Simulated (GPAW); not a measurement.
Wanted: an ASE script for a GPAW 26.7.0 run.

```
Task                : band structure
Functional          : PBEsol
Potentials or basis : PAW data sets generated in the run's folder for this functional
Cutoff              : 800 eV
Basis               : pw
k mesh              : 5 × 5 × 5
Occupations         : fermi-dirac, width 0.05 eV
Spin                : no spin polarisation
Maxiter             : 150
Band path           : GXMGRX,MR
Band points         : 60
```

Crystal: Zr2O.

```xyz
6
Lattice="4.8763 0.0000 0.0000 0.0000 4.8763 0.0000 0.0000 0.0000 4.8763" Properties=species:S:1:pos:R:3 pbc="T T T"
Zr    3.6573    3.6573    3.6573
Zr    1.2191    3.6573    1.2191
Zr    3.6573    1.2191    1.2191
Zr    1.2191    1.2191    3.6573
O     2.4382    2.4382    2.4382
O     0.0000    0.0000    0.0000
```

The cell comes from a database or a generator and needn't be the stable form of this composition.

One way to write it, as run:

run.py

```python
from ase import Atoms
from ase.dft.bandgap import bandgap
from ase.io import write
from ase.units import GPa
from gpaw import GPAW, PW, setup_paths

setup_paths.insert(0, '.')

atoms = Atoms(['Zr', 'Zr', 'Zr', 'Zr', 'O', 'O'],
              cell=[[4.876349, 0.0, 0.0],
                    [0.0, 4.876349, 0.0],
                    [0.0, 0.0, 4.876349]],
              scaled_positions=[[0.75, 0.75, 0.75],
                                [0.25, 0.75, 0.25],
                                [0.75, 0.25, 0.25],
                                [0.25, 0.25, 0.75],
                                [0.5, 0.5, 0.5],
                                [0.0, 0.0, 0.0]],
              pbc=True)

calc = GPAW(mode=PW(800),
            xc='PBEsol',
            kpts={'size': (5, 5, 5), 'gamma': True},
            occupations={'name': 'fermi-dirac', 'width': 0.05},
            nbands=54,
            convergence={'density': 1e-05, 'energy': 1e-05},
            maxiter=150,
            txt='gpaw.txt')
atoms.calc = calc
energy = atoms.get_potential_energy()
forces = atoms.get_forces()
stress = atoms.get_stress()
calc.write('gs.gpw')
write('result.traj', atoms)
print(f'Energy: {energy:.6f} eV')
print('Forces (eV/A):')
print(forces.round(4))
print('Stress (GPa):', (stress / GPa).round(3))
print('Fermi level:', round(calc.get_fermi_level(), 4), 'eV')
print(f'Gap: {bandgap(calc)[0]:.4f} eV, direct: {bandgap(calc, direct=True)[0]:.4f} eV')

path = atoms.cell.bandpath('GXMGRX,MR', npoints=60, eps=1e-4)
bs_calc = calc.fixed_density(kpts=path, symmetry='off', nbands=79,
                             convergence={'bands': 'CBM+6.0', 'eigenstates': 1e-6}, txt='bands.txt')
bs = bs_calc.band_structure()
bs.write('bs.json')
print(f'Gap on the path: {bandgap(bs_calc)[0]:.4f} eV')
```

Potentials or basis: PAW data sets generated in the run's folder for this functional, pw.

Command:

```bash
$ gpaw-setup -f PBEsol O Zr
$ OMP_NUM_THREADS=1 python run.py
```

Results of the run:

```yaml
Pressure: -6.8 GPa
Band_gap_along_the_path: none (metal or under the smearing width)
```

Run time: 4.5 min on 1 thread of Arm Neoverse V2, on a shared host, peak memory 0.88 GiB.
